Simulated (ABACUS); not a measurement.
The system is TePb.

```
CELL_PARAMETERS angstrom
0.00000 3.23100 3.23100
3.23100 0.00000 3.23100
3.23100 3.23100 0.00000
ATOMIC_POSITIONS crystal
Pb 0.00000 0.00000 0.00000
Te 0.50000 0.50000 0.50000
```

```yaml
Program: ABACUS 3.10.1
Task: relaxation of cell and atoms
Functional: LDA
Potentials_or_basis: PseudoDojo NC SR 0.4.1 LDA standard
Cutoff: 1129 eV
Density_cutoff: 4517 eV
Basis: plane waves
k_mesh: 6 × 6 × 6
Occupations: fermi-dirac, width 0.05 eV
Spin: no spin polarisation
```

At the start: pressure -1.7 GPa; volume 33.73 Å³/atom.

Where does the relaxation end?

Over 7 steps the energy falls by 6.9 meV/atom and the volume is 32.48 Å³/atom (-3.7 %); space group Fm-3m (No. 225, to 0.05 Å).

The path:
```
step  energy change (eV)  largest force (eV/Å)  pressure (GPa)  volume (Å³)
   1              0.0000                0.0000           -1.73        67.46
   2             -0.0107                0.0000            0.87        63.85
   3             -0.0138                0.0000           -0.03        64.97
   4             -0.0138                0.0000           -0.03        64.97
   5             -0.0138                0.0000           -0.02        64.97
   6             -0.0138                0.0000           -0.02        64.97
   7             -0.0138                0.0000           -0.02        64.97
```

Final structure:
```
Pb Te
1.0
     0.00000    3.19072    3.19072
     3.19072    0.00000    3.19072
     3.19072    3.19072    0.00000
Pb Te
1 1
Direct
  0.00000 0.00000 0.00000
  0.50000 0.50000 0.50000
```
